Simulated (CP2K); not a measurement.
The system is Hf.

```
Hf
1.0
     3.19670    0.00000    0.00000
    -1.59835    2.76842    0.00000
     0.00000    0.00000    5.05780
Hf
2
Direct
  0.66667 0.33333 0.75000
  0.33333 0.66667 0.25000
```

Base run:

| Property | Result |
| --- | --- |
| Program | CP2K 2026.2 |
| Functional | LDA |
| Potentials or basis | POTENTIAL_UZH Hf GTH-PBE-q12; TZVP-MOLOPT-PBE-GTH basis |
| Density cutoff | 9184 eV |
| k mesh | 10 × 10 × 5 |
| Occupations | fermi-dirac, width 0.05 eV |
| Spin | no spin polarisation |

Its results: band gap on the k mesh none (metal or under the smearing width); pressure -5.6 GPa.

Task: After a change of settings the same cell gave: band gap on the k mesh none (metal or under the smearing width); pressure -2.6 GPa. Which change was it?
A. functional from LDA to OLYP
B. functional from LDA to AM05
C. functional from LDA to PBE
D. functional from LDA to SCAN

Result: B.

AM05 binds less tightly than LDA, so the same cell stands under more pressure.

Caveats: the potentials were made for another functional, which shifts forces and pressure; spin-orbit coupling is left out, which moves the levels of the heavy elements; the basis of atomic orbitals isn't converged, which shifts pressures, moduli and gaps.
